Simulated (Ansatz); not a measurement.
Theory: DFT PBE, scalar-relativistic, plane waves, PAW (Ansatz). Settings: cutoff 420 eV, Γ-centred meshes spaced at most about 0.3 Å⁻¹, and about 0.25 Å⁻¹ or finer for metals (2π included), Gaussian smearing. No spin polarisation in the final relaxations.

These are static total energies at zero pressure.

Compare these two cells of Li, each relaxed at this level.

A.

```xyz
1
Lattice="-1.6792 1.6792 1.7963 1.6792 -1.6792 1.7963 1.6792 1.6792 -1.7963" Properties=species:S:1:pos:R:3 pbc="T T T"
Li    0.0000    0.0000    0.0000
```

B.

```xyz
10
Lattice="8.0216 0.0000 0.0000 0.0000 8.0216 0.0000 0.0000 0.0000 3.2475" Properties=species:S:1:pos:R:3 pbc="T T T"
Li    5.3542    6.6782    1.6237
Li    6.6782    2.6674    1.6237
Li    2.6674    1.3434    1.6237
Li    1.3434    5.3542    1.6237
Li    4.0108    4.0108    0.0000
Li    0.0000    0.0000    0.0000
Li    5.0505    1.0397    0.0000
Li    6.9819    5.0505    0.0000
Li    1.0397    2.9711    0.0000
Li    2.9711    6.9819    0.0000
```

**Question.** Which would you expect to be lower, and how large is the difference?

**Answer.** A is lower, by 41 meV/atom. A has space group I4/mmm (No. 139), 20.3 Å³/atom and no gap on its mesh; B has space group P4/mbm (No. 127), 20.9 Å³/atom and no gap. Counting all near atoms (those within 1.25 times the shortest distance at each site; a plus sign parts nearer from farther groups; a slash parts the counts of unlike sites), A has Li 8+6 and B has Li 11/6+6/14. The denser one is the lower, and pressure would at first widen the difference. Both come from invented guesses. The part of the Crystallography Open Database at hand lists Li in space groups No. 166, 191, 194, 225, 229; no cell shown has one of them.

Cells relaxed within their symmetry can be saddle points. The I4/mmm cell of Li came from shaking the P4/mbm one.
